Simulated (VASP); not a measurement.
**TePb in VASP 6.6.1, single-point calculation**

INCAR

```
GGA = PE
PREC = Accurate
EDIFF = 1E-7
MAGMOM = 1 1
NBANDS = 17
LASPH = .TRUE.
BMIX = 0.0001
LWAVE = .FALSE.
SIGMA = 0.02
LREAL = Auto
AMIX = 0.2
ISMEAR = -1
ISPIN = 2
ISIF = 2
LCHARG = .FALSE.
IBRION = -1
NSW = 0
ENCUT = 520
NELM = 120
```

KPOINTS

```
KPOINTS created by Atomic Simulation Environment
0
Gamma
8 8 8
0 0 0
```

POSCAR

```
Te Pb
 1.0000000000000000
     0.0000000000000000    3.4459536783000000    3.4459536783000000
     3.4459536783000000    0.0000000000000000    3.4459536783000000
     3.4459536783000000    3.4459536783000000    0.0000000000000000
 Te  Pb
   1   1
Cartesian
  3.4459536783000000  3.4459536783000000  3.4459536783000000
  0.0000000000000000  0.0000000000000000  0.0000000000000000
```

The recommended PBE PAW datasets give the neutral cell 20 valence electrons.

Command

```
mpirun -np 1 vasp_std
```

OSZICAR

```
N       E                     dE             d eps       ncg     rms          rms(c)
DAV:   1     0.151221681521E+03    0.15122E+03   -0.88940E+03  1972   0.108E+03
DAV:   2     0.383546461584E+01   -0.14739E+03   -0.14237E+03  2102   0.283E+02
DAV:   3    -0.701901943033E+01   -0.10854E+02   -0.10802E+02  2518   0.844E+01
DAV:   4    -0.732046487176E+01   -0.30145E+00   -0.30128E+00  2616   0.165E+01
DAV:   5    -0.733279734058E+01   -0.12332E-01   -0.12332E-01  2734   0.288E+00    0.529E+00
DAV:   6    -0.739782616047E+01   -0.65029E-01   -0.28771E-01  2645   0.306E+00    0.206E+00
DAV:   7    -0.736176990462E+01    0.36056E-01   -0.21826E-01  2496   0.228E+00    0.134E+00
DAV:   8    -0.736524438600E+01   -0.34745E-02   -0.17015E-02  2382   0.667E-01    0.950E-01
DAV:   9    -0.736734226485E+01   -0.20979E-02   -0.44163E-03  2209   0.714E-01    0.186E-01
DAV:  10    -0.736754393687E+01   -0.20167E-03   -0.49421E-04  2695   0.173E-01    0.838E-02
DAV:  11    -0.736756765507E+01   -0.23718E-04   -0.61082E-05  2347   0.442E-02    0.596E-02
DAV:  12    -0.736758020037E+01   -0.12545E-04   -0.48067E-05  2505   0.786E-02    0.199E-02
DAV:  13    -0.736758354958E+01   -0.33492E-05   -0.54048E-06  2425   0.178E-02    0.520E-03
DAV:  14    -0.736758393505E+01   -0.38547E-06   -0.33983E-06  2619   0.167E-02    0.590E-03
DAV:  15    -0.736758370150E+01    0.23356E-06   -0.47965E-07  2163   0.357E-03    0.297E-03
DAV:  16    -0.736758356601E+01    0.13549E-06   -0.64393E-08  1445   0.138E-03    0.103E-03
DAV:  17    -0.736758348305E+01    0.82964E-07   -0.27914E-08  1235   0.126E-03
   1 F= -.73675835E+01 E0= -.73675835E+01  d E =-.232980E-10  mag=    -0.0000
```

Standard output (part)

```
POSCAR found type information on POSCAR TePb
 POSCAR found :  2 types and       2 ions
|     You have a (more or less) 'small supercell' and for smaller cells       |
|     it is recommended to use the reciprocal-space projection scheme!        |
|     The real-space optimization is not efficient for small cells and it     |
|     is also less accurate ...                                               |
|     Therefore, set LREAL=.FALSE. in the INCAR file.                         |
 LDA part: xc-table for (Slater+PW92), standard interpolation
 POSCAR, INCAR and KPOINTS ok, starting setup
 WAVECAR not read
 entering main loop
```

It converged. Results: pressure -4.1 GPa; magnetic moment of the cell 0.00 μB.

For comparison, a separate PBE run of the intended cell, on usual settings and not on those above, gives a gap of 1.02 eV on its mesh and a pressure of -4.0 GPa.

The run above took about 1.9 min on one core of a shared host (Intel Xeon Platinum 8488C) and held 0.26 GiB at most.
